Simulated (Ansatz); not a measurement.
The calculation used Ansatz, DFT PBE, scalar-relativistic, plane waves, PAW. Settings: cutoff 420 eV, Γ-centred meshes spaced at most about 0.3 Å⁻¹, and about 0.25 Å⁻¹ or finer for metals (2π included), Gaussian smearing. No spin polarisation in the final relaxations.

Temperature and zero-point effects are left out.

Two forms of SnO were relaxed alike.

A.

```cif
data_structure
_symmetry_space_group_name_H-M 'P4/nmm:1'
_symmetry_Int_Tables_number 129
_cell_length_a 3.8678
_cell_length_b 3.8678
_cell_length_c 5.0700
_cell_angle_alpha 90.000
_cell_angle_beta 90.000
_cell_angle_gamma 90.000
_cell_volume 75.84
loop_
_atom_site_label
_atom_site_type_symbol
_atom_site_symmetry_multiplicity
_atom_site_Wyckoff_symbol
_atom_site_fract_x
_atom_site_fract_y
_atom_site_fract_z
_atom_site_occupancy
Sn1 Sn 2 c 0.00000 0.50000 0.22871 1
O1 O 2 a 0.00000 0.00000 0.00000 1
```

B.

```cif
data_structure
_symmetry_space_group_name_H-M 'P-6m2'
_symmetry_Int_Tables_number 187
_cell_length_a 3.7848
_cell_length_b 3.7848
_cell_length_c 3.0563
_cell_angle_alpha 90.000
_cell_angle_beta 90.000
_cell_angle_gamma 120.000
_cell_volume 37.92
loop_
_atom_site_label
_atom_site_type_symbol
_atom_site_symmetry_multiplicity
_atom_site_Wyckoff_symbol
_atom_site_fract_x
_atom_site_fract_y
_atom_site_fract_z
_atom_site_occupancy
Sn1 Sn 1 b 0.00000 0.00000 0.50000 1
O1 O 1 d 0.33333 0.66667 0.50000 1
```

Question: Which is lower in energy, and by how much?

Answer: A is lower, by 0.40 eV/atom. A has the litharge type, space group P4/nmm (No. 129), 19.0 Å³/atom and a gap of 0.50 eV on its mesh; B has space group P-6m2 (No. 187), 19.0 Å³/atom and no gap. Counting O atoms around Sn (those within 1.25 times the shortest such distance or 1.15 times the sum of covalent radii), A has Sn 4 and B has Sn 3. In A, Sn has 4 O at 2.25 Å; O has 4 Sn at 2.25 Å and 4 O at 2.73 Å. In B, Sn has 3 O at 2.19 Å; O is surrounded by 3 Sn at 2.19 Å. Origin: A is a cell as deposited in COD, relaxed; B was invented.

No dispersion correction is applied, so the spacing and binding between layers, chains or molecules are poorly described (P4/nmm), and this can change margins and order among such cells. Kohn–Sham gaps at this level usually fall short of measured ones. The zero gap of P-6m2 may come from the functional, which often closes small gaps. With atoms moved at random, P4/nmm came back. Other cells relaxed within their symmetry can be saddle points.

The litharge form is favoured by 0.40 eV/atom, in line with its being the familiar form of SnO. Packing density cannot explain the preference, as both cells have 19.0 Å³/atom, and the shorter Sn–O bonds in B do not make up for having fewer of them. The main cause is probably the Sn(II) lone pair. In A, Sn sits at the apex of a pyramid with all its O neighbours on one side, so the antibonding Sn 5s–O 2p states can mix with Sn 5p and direct the lone pair into the interlayer space. In B, the planar trigonal site forbids this on-site s–p mixing. Sn atoms also stack directly above one another along the short c axis, where overlap of their 5s and 5p orbitals probably broadens the bands and helps to close the gap. The matching cell volumes are striking for such different structures; if B's volume was in fact held fixed, the energy difference is an upper bound for this pair.
